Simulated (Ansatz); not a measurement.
**Migration of H in GaN**

Level of theory: DFT PBE, scalar-relativistic, plane waves, PAW in Ansatz. Settings: 420 eV cutoff, 3×3×3 k-mesh, Gaussian smearing of 0.02 eV, collinear spin.

In a supercell of 12 host sites, interstitial H hops to an equivalent place, moving 2.62 Å between the relaxed ends. Climbing-image nudged elastic band at fixed cell with images 0 (start) to 4 (end), the path measured over all atoms, converged to 0.05 eV/Å; the order of the saddle wasn't checked, and the small cell leaves errors of about a tenth of an eV. Zero-point motion and tunnelling, which matter for H, are left out.

Command:

```bash
ansatz run input.yaml --threads 4 --pin off --max-ram 10240MiB --backend cpu --events-out ev --progress --plain --runs-dir out
```

Input:

```yaml
crystal:
  lattice:
    - [0.0, 0.0, 5.2431684095]
    - [4.8275562239, -2.7871908853, 0.0]
    - [-1.0e-10, 5.5743817708, 0.0]
  atoms:
    - { symbol: Ga, position: [0.4996327555, 0.3328541997, 0.3328566908] }
    - { symbol: Ga, position: [0.4996317437, 1.2969e-06, 0.667150366] }
    - { symbol: Ga, position: [0.4996309516, 0.6671470543, 1.00000419] }
    - { symbol: Ga, position: [0.9986387745, -1.581e-06, 0.3279653449] }
    - { symbol: Ga, position: [0.9986375586, 0.6720296209, 0.6720237734] }
    - { symbol: Ga, position: [0.9986368202, 0.3279703305, 0.9999925225] }
    - { symbol: "N", position: [0.8725814582, 0.340134537, 0.3401311045] }
    - { symbol: "N", position: [0.8725807283, -5.447e-07, 0.6598575736] }
    - { symbol: "N", position: [0.8725803303, 0.6598650123, 0.9999967375] }
    - { symbol: "N", position: [0.3782820058, 5.447e-07, 0.3354943541] }
    - { symbol: "N", position: [0.3782777118, 0.6645113394, 0.6645141249] }
    - { symbol: "N", position: [0.3782787009, 0.3354903126, 1.0000032625] }
    - { symbol: H, position: [0.1498562382, 1.60901e-05, 2.38388e-05], spin: 0.38 }
basis:
  ecutwfc: 420
  xc_grid: 2
kpoints:
  mp_grid: { grid: [3, 3, 3], shift: [0.0, 0.0, 0.0] }
hamiltonian:
  xc: pbe
scf:
  occupations: { method: gaussian, width: 0.02 }
output:
  forces: true
magnetization:
  spin_polarized: true
neb:
  images: 3
  f_tol: 0.05
  max_iterations: 70
  order_check: false
  final_atoms:
    - { symbol: Ga, position: [0.4986368202, 0.327977808, 0.3279703305] }
    - { symbol: Ga, position: [0.4986375586, 5.8475e-06, 0.6720296209] }
    - { symbol: Ga, position: [0.4986387745, 0.6720330741, 0.999998419] }
    - { symbol: Ga, position: [0.9996327555, -2.491e-06, 0.3328541997] }
    - { symbol: Ga, position: [0.9996309516, 0.6671428642, 0.6671470543] }
    - { symbol: Ga, position: [0.9996317437, 0.3328509309, 1.0000012969] }
    - { symbol: "N", position: [0.8782787009, 0.3354870502, 0.3354903126] }
    - { symbol: "N", position: [0.8782777118, -2.7855e-06, 0.6645113394] }
    - { symbol: "N", position: [0.8782820058, 0.6645061906, 1.0000005447] }
    - { symbol: "N", position: [0.3725814582, 3.4325e-06, 0.340134537] }
    - { symbol: "N", position: [0.3725803303, 0.6598682748, 0.6598650123] }
    - { symbol: "N", position: [0.3725807283, 0.3401418817, 0.9999994553] }
    - { symbol: H, position: [-0.3501437618, -7.7486e-06, 1.60901e-05] }
```

Course of the band:

```
iteration largest band force (eV/Å) climbing image energies over image 0 (eV)
        1                      0.881            none  0.000 0.276 0.650 0.315 0.000
        2                      0.435               2  0.000 0.243 0.561 0.294 0.000
        3                      0.092               2  0.000 0.252 0.552 0.266 0.000
        4                      0.040               2  0.000 0.260 0.554 0.253 0.000
        5                      0.158               2  0.000 0.260 0.553 0.253 0.000
        6                      0.064               2  0.000 0.272 0.553 0.239 0.000
        7                      0.033               2  0.000 0.280 0.554 0.228 0.000
```

Final band:

```tsv
image	path (Å)	E − E(0) (eV)	H x (Å)	H y (Å)	H z (Å)	force on H (eV/Å)
0	0.00	0.000	0.000	0.000	0.786	0.01
1	0.71	0.280	0.000	0.000	0.052	0.57
2	1.43	0.554	0.000	0.000	-0.683	0.02
3	1.99	0.228	0.000	0.000	-1.257	0.73
4	2.54	0.000	0.000	0.000	-1.836	0.01
```

Barrier 0.55 eV. Time: 3.6 min on 4 threads of Intel(R) Xeon(R) 6975P-C (Granite Rapids) (shared host), peak memory 1.4 GiB.